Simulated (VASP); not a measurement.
# CoSi (P2_13) in VASP: further runs, part 2 of 2

VASP 6.6.1. The steps go on from the part before.

### Step 3. Relaxation of cell and atoms, PBE, collinear spin, ferromagnetic start

This run uses another cell than the first one, of 10.87 Å³/atom, 0.997 times its volume.

INCAR reads:

```
SYSTEM = CoSi
ALGO = Normal
EDIFF = 1E-7
EDIFFG = -0.005
ENCUT = 520
GGA = PE
IBRION = 2
ISIF = 3
ISMEAR = 0
ISPIN = 2
KPAR = 4
LASPH = .TRUE.
LCHARG = .FALSE.
LMAXMIX = 4
LORBIT = 11
LREAL = .FALSE.
LWAVE = .FALSE.
MAGMOM = 2 2 2 2 0 0 0 0
NELM = 120
NSW = 60
POTIM = 0.3
PREC = Accurate
SIGMA = 0.1
```

KPOINTS reads:

```
k-points
0
G
  8 8 8
  0 0 0
```

POSCAR reads:

```
CoSi                                    
1.0
    4.4298833559      0.0000000000      0.0000000000
   -0.0000000000      4.4298833559      0.0000000000
    0.0000000000     -0.0000000000      4.4298833559
  Co              Si            
     4     4
Direct
     0.1450417390127013    0.1450417390127013    0.1450417390127013
     0.6450417390127012    0.3549582609872987    0.8549582609872988
     0.8549582609872988    0.6450417390127012    0.3549582609872987
     0.3549582609872987    0.8549582609872988    0.6450417390127012
     0.8432686264052514    0.8432686264052514    0.8432686264052514
     0.3432686264052514    0.6567313735947486    0.1567313735947486
     0.1567313735947486    0.3432686264052514    0.6567313735947486
     0.6567313735947486    0.1567313735947486    0.3432686264052514
```

Potentials or basis: VASP PAW PBE potentials, release 64 (Co, Si).

Command:

```bash
> cat potpaw_PBE.64/Co/POTCAR potpaw_PBE.64/Si/POTCAR > POTCAR
> mpirun -np 4 vasp_std > vasp.out
```

OUTCAR:

```text
SYSTEM = CoSi
   EDIFF = 1E-7
   EDIFFG = -0.005
   ENCUT = 520
   GGA = PE
   IBRION = 2
   ISIF = 3
   ISMEAR = 0
   ISPIN = 2
   LASPH = .TRUE.
   LORBIT = 11
   LREAL = .FALSE.
   NELM = 120
   NSW = 60
   POTIM = 0.3
   PREC = Accurate

 ion  position               nearest neighbor table
   1  0.145  0.145  0.145-   5 2.32   6 2.34   7 2.34   8 2.34   6 2.43   7 2.43   8 2.43   2 2.72
                             2 2.72   4 2.72   4 2.72   3 2.72   3 2.72
   2  0.645  0.355  0.855-   6 2.32   5 2.34   7 2.34   8 2.34   7 2.43   8 2.43   5 2.43   1 2.72
                             1 2.72   3 2.72   4 2.72   4 2.72   3 2.72
   3  0.855  0.645  0.355-   7 2.32   5 2.34   8 2.34   6 2.34   8 2.43   6 2.43   5 2.43   4 2.72
                             4 2.72   2 2.72   1 2.72   1 2.72   2 2.72
   4  0.355  0.855  0.645-   8 2.32   5 2.34   6 2.34   7 2.34   6 2.43   7 2.43   5 2.43   3 2.72
                             3 2.72   2 2.72   2 2.72   1 2.72   1 2.72
   5  0.843  0.843  0.843-   1 2.32   2 2.34   3 2.34   4 2.34   2 2.43   3 2.43   4 2.43   6 2.74
                             7 2.74   8 2.74   6 2.74   8 2.74   7 2.74
   6  0.343  0.657  0.157-   2 2.32   1 2.34   4 2.34   3 2.34   4 2.43   3 2.43   1 2.43   5 2.74
                             7 2.74   8 2.74   5 2.74   8 2.74   7 2.74
   7  0.157  0.343  0.657-   3 2.32   1 2.34   2 2.34   4 2.34   2 2.43   4 2.43   1 2.43   5 2.74
[... 2131 lines left out ...]
     0.000000000  4.429952373 -0.000000000     0.000000000  0.225736061 -0.000000000
     0.000000000  0.000000000  4.429952373    -0.000000000  0.000000000  0.225736061

 POSITION                                       TOTAL-FORCE (eV/Angst)
 -----------------------------------------------------------------------------------
      0.64257      0.64257      0.64257         0.001018      0.001018      0.001018
      2.85755      1.57240      3.78738         0.001018     -0.001018     -0.001018
      3.78738      2.85755      1.57240        -0.001018      0.001018     -0.001018
      1.57240      3.78738      2.85755        -0.001018     -0.001018      0.001018
      3.73552      3.73552      3.73552        -0.002350     -0.002350     -0.002350
      1.52055      2.90941      0.69443        -0.002350      0.002350      0.002350
      0.69443      1.52055      2.90941         0.002350     -0.002350      0.002350
      2.90941      0.69443      1.52055         0.002350      0.002350     -0.002350
 -----------------------------------------------------------------------------------
    total drift:                               -0.000000      0.000000      0.000000

  FREE ENERGIE OF THE ION-ELECTRON SYSTEM (eV)
  ---------------------------------------------------
  free  energy   TOTEN  =       -54.7514711553 eV

  energy  without entropy=      -54.7446195691  energy(sigma->0) =      -54.74804536

 reached required accuracy - stopping structural energy minimisation

 total charge

# of ion       s       p       d       tot
------------------------------------------
    1        0.437   0.618   7.565   8.620
    2        0.437   0.618   7.565   8.620
    3        0.437   0.618   7.565   8.620
    4        0.437   0.618   7.565   8.620
    5        0.725   0.884   0.000   1.609
    6        0.725   0.884   0.000   1.609
    7        0.725   0.884   0.000   1.609
    8        0.725   0.884   0.000   1.609
--------------------------------------------------
tot          4.646   6.008  30.261  40.915

 magnetization (x)

# of ion       s       p       d       tot
------------------------------------------
    1        0.000   0.000   0.000   0.000
    2        0.000   0.000   0.000   0.000
    3        0.000   0.000   0.000   0.000
    4        0.000   0.000   0.000   0.000
    5       -0.000  -0.000   0.000  -0.000
    6       -0.000  -0.000   0.000  -0.000
    7       -0.000  -0.000   0.000  -0.000
    8       -0.000  -0.000   0.000  -0.000
--------------------------------------------------
tot          0.000  -0.000   0.000   0.000
```

OSZICAR:

```text
N       E                     dE             d eps       ncg     rms          rms(c)
DAV:   1     0.354309373591E+03    0.35431E+03   -0.22321E+04  6300   0.171E+03
DAV:   2    -0.293295053560E+02   -0.38364E+03   -0.36747E+03  6300   0.370E+02
[... 16 lines left out ...]
   1 F= -.54751466E+02 E0= -.54748041E+02  d E =-.547515E+02  mag=    -0.0000
       N       E                     dE             d eps       ncg     rms          rms(c)
DAV:   1    -0.547514723969E+02   -0.63648E-05   -0.14009E-04  6606   0.758E-02    0.104E-02
DAV:   2    -0.547514734419E+02   -0.10450E-05   -0.23943E-05  9239   0.629E-02    0.110E-02
DAV:   3    -0.547514713112E+02    0.21306E-05   -0.92279E-06  8102   0.414E-02    0.244E-03
DAV:   4    -0.547514711631E+02    0.14810E-06   -0.40900E-07  6351   0.490E-03    0.582E-04
DAV:   5    -0.547514711553E+02    0.78348E-08   -0.18076E-08  3426   0.122E-03
   2 F= -.54751471E+02 E0= -.54748045E+02  d E =-.508977E-05  mag=     0.0000
```

Wall time 50 s (4 MPI ranks of Intel Xeon 6975P-C (Granite Rapids), shared host); peak memory 0.37 GiB.

Results:

```
Free energy                                           : -54.7515 eV
Energy gained by relaxing                             : 0.0 meV/atom
Ionic steps                                           : 2
Pressure after relaxing                               : 0.0 GPa
Largest force after relaxing                          : 0.004 eV/Å
Band gap on the k mesh                                : none (metal or under the smearing width)
Net moment                                            : 0.00 μB per cell
Valence electrons inside the program's atomic spheres : Co 8.62; Si 1.61
```

Forces on the atoms (eV/Å):
```
Co   0.001  0.001  0.001
Co   0.001 -0.001 -0.001
Co  -0.001  0.001 -0.001
Co  -0.001 -0.001  0.001
Si  -0.002 -0.002 -0.002
Si  -0.002  0.002  0.002
Si   0.002 -0.002  0.002
Si   0.002  0.002 -0.002
```

Final structure:
```cif
data_structure
_symmetry_space_group_name_H-M 'P 1'
_symmetry_Int_Tables_number 1
_cell_length_a 4.4300
_cell_length_b 4.4300
_cell_length_c 4.4300
_cell_angle_alpha 90.000
_cell_angle_beta 90.000
_cell_angle_gamma 90.000
_cell_volume 86.94
loop_
_atom_site_label
_atom_site_type_symbol
_atom_site_fract_x
_atom_site_fract_y
_atom_site_fract_z
_atom_site_occupancy
Co1 Co 0.14505 0.14505 0.14505 1
Co2 Co 0.64505 0.35495 0.85495 1
Co3 Co 0.85495 0.64505 0.35495 1
Co4 Co 0.35495 0.85495 0.64505 1
Si1 Si 0.84324 0.84324 0.84324 1
Si2 Si 0.34324 0.65676 0.15676 1
Si3 Si 0.15676 0.34324 0.65676 1
Si4 Si 0.65676 0.15676 0.34324 1
```

Caveat: the starting moments collapsed, and a magnetic state may lie lower.
